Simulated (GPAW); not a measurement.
Write an ASE script for GPAW 26.7.0 that does the following.

- Task: equation of state
- Functional: PBE
- Potentials or basis: GPAW PAW data sets (gpaw-data 1.2.1)
- Cutoff: 600 eV
- Basis: pw
- k mesh: 8 × 8 × 8
- Occupations: fermi-dirac, width 0.05 eV
- Spin: no spin polarisation
- Maxiter: 150
- Eos scales: [0.94, 0.96, 0.98, 1.0, 1.02, 1.04, 1.06]

The structure of SnSe lies in SnSe.xyz:

```xyz
2
Lattice="0.0000000000 3.0100000000 3.0100000000 3.0100000000 0.0000000000 3.0100000000 3.0100000000 3.0100000000 0.0000000000" Properties=species:S:1:pos:R:3 pbc="T T T"
Sn     0.0000000000      0.0000000000      0.0000000000
Se     3.0100000000      3.0100000000      3.0100000000
```

Measurements of this composition are mostly on another form, of space group No. 62.

The input as run:

run.py

```python
from ase.eos import EquationOfState
from ase.io import Trajectory, read
from ase.units import GPa
from gpaw import GPAW, PW

atoms = read('SnSe.xyz')

traj = Trajectory('eos.traj', 'w')
volumes, energies = [], []
for x in [0.94, 0.96, 0.98, 1.0, 1.02, 1.04, 1.06]:
    a = atoms.copy()
    a.set_cell(atoms.cell * x**(1 / 3), scale_atoms=True)
    calc = GPAW(mode=PW(600),
                xc='PBE',
                kpts={'size': (8, 8, 8), 'gamma': True},
                occupations={'name': 'fermi-dirac', 'width': 0.05},
                nbands=19,
                convergence={'density': 1e-05, 'energy': 1e-05},
                maxiter=150,
                txt=f'eos-{x:.2f}.txt')
    a.calc = calc
    energies.append(a.get_potential_energy(force_consistent=True))
    volumes.append(a.get_volume())
    p = -a.get_stress()[:3].mean() / GPa
    calc.write(f'eos-{x:.2f}.gpw')
    traj.write(a)
    print(f'{x:.2f} {volumes[-1]:10.4f} A^3 {energies[-1]:14.6f} eV {p:9.3f} GPa', flush=True)

v0, e0, B = EquationOfState(volumes, energies, eos='birchmurnaghan').fit()
print(f'V0 = {v0:.4f} A^3, E0 = {e0:.6f} eV, B0 = {B / GPa:.2f} GPa')
```

Potentials or basis: GPAW PAW data sets (gpaw-data 1.2.1), pw.

Run with:

```sh
$ OMP_NUM_THREADS=1 python run.py
```

Results of the run:

| Property | Result |
| --- | --- |
| Equilibrium volume | 27.69 Å³/atom |
| Bulk modulus | 49 GPa |
| Pressure derivative of the bulk modulus | 4.4 |

It took 110 s on 1 thread of Arm Neoverse V1, with other jobs on the host, peak memory 0.32 GiB.
